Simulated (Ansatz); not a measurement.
## How stiff is this cell of CdS?

Cell: a COD entry, its atoms then relaxed with PBE in this cell.

```
Cd S
1.0
     4.15000    0.00000    0.00000
    -2.07500    3.59401    0.00000
     0.00000    0.00000    6.73700
Cd S
2 2
Direct
  0.33333 0.66667 0.99897
  0.66667 0.33333 0.49897
  0.33333 0.66667 0.37603
  0.66667 0.33333 0.87603
```

Sites (sets of like atoms) are named by element and the number of their first atom in this list.

Level of theory: DFT, PBE, plane waves and PAW, scalar-relativistic, 420 eV cutoff, Γ-centred 12×12×7 k-points, Fermi–Dirac smearing 0.02 eV (Ansatz 0.2.0).

The cell is stretched along z (the third Cartesian axis of the run's cell), x and y held, and the ions relax again each time. Tension counts as positive.

| strain along z (%) | stress along z (GPa) | stress along x (GPa) | gap on the k-mesh (eV) |
| --- | --- | --- | --- |
| -3 | -5.0 | -3.6 | 1.28 |
| -2 | ? | ? | ? |
| -1 | -3.1 | -2.5 | 1.24 |
| 0 | -2.2 | -2.0 | 1.20 |
| +1 | -1.2 | -1.6 | 1.16 |
| +2 | -0.3 | -1.1 | 1.12 |
| +3 | 0.6 | -0.7 | 1.07 |

(1) Estimate the row at -2 % from the others.

## Answers

(1) stress along z (GPa): -4.0; stress along x (GPa): -3.0; gap on the k-mesh (eV): 1.26. Worked: parabolas through the other 6 rows give -4.1 and -3.0 GPa at -2 %. Their slopes at zero strain are 93 GPa (the stiffness along z) and 47 GPa (the coupling of z to x). They hold at this cell, where the calculated pressure is 2.1 GPa. The gap closes by 41 meV per per cent of stretch between the rows next to zero strain; the parabola gives 1.26 eV for the withheld row.

PBE gaps are too small, by a third to a half in many semiconductors; their changes with strain are better.

All values belong to this cell and structure model.
